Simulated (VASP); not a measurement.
Write the native input for VASP 6.6.1 that does the following.

* Task: relaxation of cell and atoms
* Functional: LDA
* Potentials or basis: VASP PAW LDA potentials, release 64 (Ba_sv, H)
* Cutoff: 600 eV
* k mesh: 4 × 8 × 4
* Occupations: gaussian, width 0.03 eV
* Spin: no spin polarisation
* Further INCAR settings: ALGO = Normal; EDIFF = 1e-07; IBRION = 2; EDIFFG = -0.005; NSW = 90; ISIF = 3

The structure of BaH2 lies in POSCAR:

```
BaH2                                    
1.0
    6.6202559779      0.0000000000      0.0000000000
    0.0000000000      4.0700874287      0.0000000000
    0.0000000000      0.0000000000      7.6965179621
  Ba              H             
     4     8
Direct
     0.2593103492965365    0.2500000000000000    0.8855768679410014
     0.2406896507034637    0.7500000000000000    0.3855768679410014
     0.7593103492965365    0.2500000000000000    0.6144231320589986
     0.7406896507034635    0.7500000000000000    0.1144231320589987
     0.0305973648571410    0.2500000000000000    0.1844719145342165
     0.4694026351428591    0.7500000000000000    0.6844719145342164
     0.5305973648571410    0.2500000000000000    0.3155280854657835
     0.9694026351428590    0.7500000000000000    0.8155280854657836
     0.6456151781061675    0.2500000000000000    0.9302860077909698
     0.8543848218938325    0.7500000000000000    0.4302860077909696
     0.1456151781061676    0.2500000000000000    0.5697139922090302
     0.3543848218938324    0.7500000000000000    0.0697139922090304
```

These files were run (other wordings do the same):

INCAR

```
ALGO = Normal ; EDIFF = 1E-7
EDIFFG = -0.005 ; ENCUT = 600
GGA = CA ; IBRION = 2
ISIF = 3 ; ISMEAR = 0
KPAR = 4 ; LASPH = T
LCHARG = F ; LREAL = F
LWAVE = F ; NELM = 80
NSW = 90 ; PREC = Accurate
SIGMA = 0.03
```

KPOINTS

```
k-points
0
Gamma
  4 8 4
```

Potentials or basis: VASP PAW LDA potentials, release 64 (Ba_sv, H).

The run is started by

```bash
$ cat potpaw_LDA.64/Ba_sv/POTCAR potpaw_LDA.64/H/POTCAR > POTCAR
$ mpirun -np 4 vasp_std > vasp.out
```

It gave:

```
Relaxed volume                         : 17.26 Å³/atom
Relaxed cell                           : a = 6.600 Å, b = 4.074 Å, c = 7.701 Å, α = 90.00°, β = 90.00°, γ = 90.00°
Space group after relaxing (to 0.05 Å) : Pnma (No. 62)
Energy gained by relaxing              : 0.1 meV/atom
Ionic steps                            : 12
Pressure after relaxing                : 0.0 GPa
Largest force after relaxing           : 0.004 eV/Å
Band gap on the k mesh                 : 2.47 eV, indirect (least direct gap 3.06 eV)
```

Caveat: spin-orbit coupling is left out, which moves the levels of the heavy elements.

Run time: 5.4 min on 4 MPI ranks on AMD EPYC 9R45 96-Core Processor (Zen 5), on a shared host, peak memory 0.46 GiB a rank.
